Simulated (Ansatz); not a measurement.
The following input was run with Ansatz 0.2.0.

```yaml
crystal:
  lattice:
    - [0.0, 2.2535006075, 2.2535006075]
    - [2.2535006075, 0.0, 2.2535006075]
    - [2.2535006075, 2.2535006075, 0.0]
  atoms:
    - { symbol: Ga, position: [-0.0199689318, 0.0199689318, 0.0199689318] }
    - { symbol: "N", position: [0.75, 0.75, 0.75] }
basis:
  ecutwfc: 420
kpoints:
  mp_grid: { grid: [10, 10, 10] }
hamiltonian:
  xc: pbesol
scf:
  occupations: { method: gaussian, width: 0.02 }
output:
  forces: true
  stress: true
  eigenvalues: true
```

It can be run as
```bash
ansatz run input.yaml --threads 1 --pin off --backend cpu --events-out ev --progress --plain --runs-dir out  # memory cap (--max-ram) not shown
```

The calculation used Ansatz, DFT PBEsol, scalar-relativistic, plane waves, PAW.

Part of what the program printed, abridged:

```
Pseudopotentials: kind: paw
Pseudopotential: Ga, paw, valence charge 13, recommended cutoff 420 eV (normal)
Pseudopotential: N, paw, valence charge 5, recommended cutoff 420 eV (normal)
Functional definition: PBEsol
Crystal: 2 atoms, lattice volume = 22.888 Å³
Basis set: ecut = 420 eV, 459 PW (Γ), exchange–correlation on 48×48×48 points (8 copies of the dense FFT grid, shifted against one another)
Bands: 13, of which v1, the nominal top of the filled ones, is band 9 counted from 1 (8 counted from 0)
Symmetry: 4 space group operations
Space group: Imm2 (ITA 44), of the structure as read, at distance tolerance 2.8e-5 Å
k-points: 171 of 1000 (time reversal used)
Initial density: superposition of atomic densities (neutral atoms: chi_scale 0, normalization atom), corrected by the library's trained network
Initial wavefunctions: pseudopotential atomic-orbital guess
Functional: x = pbesol(κ = 0.804, μ = 0.12345679), c = pbesol(β = 0.046)
SCF iter   1: F=—  HF=-4122.795146 eV  |F-HF|=—  |Δ(HF+E_count)|=         —  Δρ=1.22e-2  dr2=3.34e-2  ethr=1.77e-3  ⟨swp⟩=5.0  Hψ=11924  notcnv=0
SCF iter   2: F=—  HF=-4122.786798 eV  |F-HF|=—  |Δ(HF+E_count)|=   8.35e-3  Δρ=4.06e-3  dr2=4.30e-3  ethr=1.86e-4  ⟨swp⟩=2.0  Hψ=4272  notcnv=0
SCF iter   3: F=—  HF=-4122.785735 eV  |F-HF|=—  |Δ(HF+E_count)|=   1.06e-3  Δρ=1.03e-3  dr2=1.03e-4  ethr=2.39e-5  ⟨swp⟩=2.6  Hψ=4040  notcnv=0
SCF iter   4: F=—  HF=-4122.785648 eV  |F-HF|=—  |Δ(HF+E_count)|=   8.70e-5  Δρ=3.23e-4  dr2=8.00e-6  ethr=5.70e-7  ⟨swp⟩=2.1  Hψ=3548  notcnv=0
SCF iter   5: F=—  HF=-4122.785649 eV  |F-HF|=—  |Δ(HF+E_count)|=   1.02e-6  Δρ=2.78e-5  dr2=1.24e-7  ethr=4.45e-8  ⟨swp⟩=2.0  Hψ=3507  notcnv=0
SCF iter   6: F=-4122.785649 eV  HF=-4122.785649 eV  |F-HF|=2.62e-10  |Δ(HF+E_count)|=   2.32e-8  Δρ=4.43e-6  dr2=1.79e-9  ethr=5.56e-10  ⟨swp⟩=4.2  Hψ=7228  notcnv=0
SCF 1 converged in 6 iterations: F = -4122.785649 eV  dr2 = 1.79e-9
SCF converged after 6 iterations
Free energy (F): -4122.785649 eV
Harris-Foulkes:  -4122.785649 eV  (|F-HF|=2.62e-10)
Internal energy: -4122.785649 eV  (E = F + TS)
E sigma→0 (E₀):  -4122.785649 eV
Fermi energy:    10.418934 eV
--- Per-component energies (eV) ---
  E_band       = -8.387472
  E_kinetic    = 246.518812
  E_local      = -1951.104880  (includes V_loc(G=0)·N_el)
  E_nonlocal   = 475.392585
  E_hartree    = 895.729755
  E_xc         = -127.649369
  E_vxc        = -133.800506  (∫ρ·V_xc dr)
  E_paw        = -2075.819211  (= ΣΔE_a)
  E_vpaw       = -436.853401  (= ΣTr[D̂ρ^β])
  E_aug_tail   = 0.000060  (compensation charges beyond the density's cutoff)
  E_ewald      = -1586.744479
  E_core_change = 0.891077  (= ΣΔE_core)
  E_smearing   =  0.000000  (= −TS)
--- Forces (eV/Å), atoms counted from 1 ---
  atom   1  Ga    -1.08149479     0.00000000     0.00000000
  atom   2  N      1.08149619     0.00000000     0.00000000
--- Stress (GPa, compression-positive) ---
       -1.015505       0.000000       0.000000
        0.000000       0.055642      -5.131213
        0.000000      -5.131213       0.055642
  P = ⅓ Tr σ = -0.3014 GPa (-3.014 kbar)
--- Band table (eV; the first three rows and the last of 171) ---
  k-point 0: bands = ["-6.4451", "-4.0177", "-3.9645", "-3.9557", "-3.6686", "-3.6639", "9.3052", "9.5328", "9.6610", "11.1769", "19.6151", "19.7100", "19.8936"]
  k-point 1: bands = ["-6.3309", "-4.0001", "-3.9425", "-3.9287", "-3.6698", "-3.6657", "8.2774", "9.3444", "9.5585", "12.0228", "19.2706", "19.7580", "20.0435"]
  k-point 2: bands = ["-6.0430", "-3.9541", "-3.9128", "-3.7777", "-3.6671", "-3.6650", "6.4573", "9.0351", "9.3045", "13.1044", "18.4927", "19.9567", "20.4334"]
  k-point 170: bands = ["-5.3684", "-3.8514", "-3.8054", "-3.6808", "-3.6513", "-1.7479", "3.7433", "5.3270", "6.6659", "15.6697", "17.4433", "19.4399", "21.0658"]
```

The run converged.